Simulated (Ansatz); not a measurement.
# ZnS: the cost of one run

Program: Ansatz 0.2.0. Level of theory: DFT PBEsol, scalar-relativistic, plane waves, PAW. These are calculated values, not measurements.

3 further runs of the same task are left out: 3 set aside as unsound or not needed.

**1. The system as given**

It takes space group P6_3mc (No. 186, hexagonal). Conventional cell: a = 3.782 Å, b = 3.782 Å, c = 6.209 Å, α = 90.00°, β = 90.00°, γ = 120.00°. Zn (site symmetry 3m) has 4 S at 2.32 Å as nearest neighbours. S (site symmetry 3m) has 4 Zn at 2.32 Å as nearest neighbours.

Structure file:

```xyz
4
Lattice="3.7816 0.0000 0.0000 -1.8908 3.2749 0.0000 0.0000 0.0000 6.2090" Properties=species:S:1:pos:R:3 pbc="T T T"
Zn    0.0000    2.1833    0.0338
Zn    1.8908    1.0916    3.1383
S     0.0000    2.1833    2.3567
S     1.8908    1.0916    5.4612
```

This cell was relaxed beforehand with the same method: volume 19.22 Å³/atom, gap on the mesh 2.15 eV.

The bulk reference comes from a run made before at the same settings: -2083.7177 eV/atom.

**2. The (100) slab**

Miller indices refer to the conventional cell of the relaxed bulk, P6_3mc (No. 186): a = 3.782 Å, b = 3.782 Å, c = 6.209 Å, α = 90.00°, β = 90.00°, γ = 120.00°.

Cut from the relaxed bulk: a (100) slab, 10.9 Å thick as cut, with 15 Å of vacuum; its outer planes are ZnS (top) and ZnS (bottom).

The slab as cut. Layers, bottom to top:

| plane | atoms per cell | height over the lowest (Å) |
| --- | --- | --- |
| 1 | ZnS | 0.00 |
| 2 | ZnS | 1.09 |
| 3 | ZnS | 3.27 |
| 4 | ZnS | 4.37 |
| 5 | ZnS | 6.55 |
| 6 | ZnS | 7.64 |
| 7 | ZnS | 9.82 |
| 8 | ZnS | 10.92 |

**3. The slab as cut, atoms at the bulk's places**

A dipole layer in the vacuum cancels the field that periodic copies would set up if the slab's two faces differ.

File input.yaml:

```yaml
crystal:
  lattice:
    - [3.7815694933, 0.0, 0.0]
    - [0.0, 6.2089941857, 0.0]
    - [0.0, 0.0, 25.9164508246]
  atoms:
    - { symbol: Zn, position: [0.0, 0.9945566708, 0.2893914777] }
    - { symbol: S, position: [0.0, 0.6204433292, 0.2893914777] }
    - { symbol: Zn, position: [0.5, 0.4945566708, 0.3315131821] }
    - { symbol: S, position: [0.5, 0.1204433292, 0.3315131821] }
    - { symbol: Zn, position: [0.5, 0.9945566708, 0.4157565911] }
    - { symbol: S, position: [0.5, 0.6204433292, 0.4157565911] }
    - { symbol: Zn, position: [0.0, 0.4945566708, 0.4578782955] }
    - { symbol: S, position: [0.0, 0.1204433292, 0.4578782955] }
    - { symbol: Zn, position: [0.0, 0.9945566708, 0.5421217045] }
    - { symbol: S, position: [0.0, 0.6204433292, 0.5421217045] }
    - { symbol: Zn, position: [0.5, 0.4945566708, 0.5842434089] }
    - { symbol: S, position: [0.5, 0.1204433292, 0.5842434089] }
    - { symbol: Zn, position: [0.5, 0.9945566708, 0.6684868179] }
    - { symbol: S, position: [0.5, 0.6204433292, 0.6684868179] }
    - { symbol: Zn, position: [0.0, 0.4945566708, 0.7106085223] }
    - { symbol: S, position: [0.0, 0.1204433292, 0.7106085223] }
basis:
  ecutwfc: 420
kpoints:
  mp_grid: { grid: [7, 5, 1] }
hamiltonian:
  xc: pbesol
scf:
  occupations: { method: gaussian, width: 0.05 }
output:
  forces: true
  stress: true
  eigenvalues: true
  write_density: true
  write_potential: true
  elf: true
  volumetric_format: npy
efield:
  axis: 3
  dipole_correction: true
  ramp_width: 0.04
```

Run with:

```sh
ansatz run input.yaml --threads 2 --pin off --max-ram 5120MiB --backend cpu --events-out ev --progress --plain --runs-dir out
```

Q: Estimate wall time and peak memory on 2 threads of Arm Neoverse V2, shared host.

About 54 s, with a peak of 1.2 GiB.
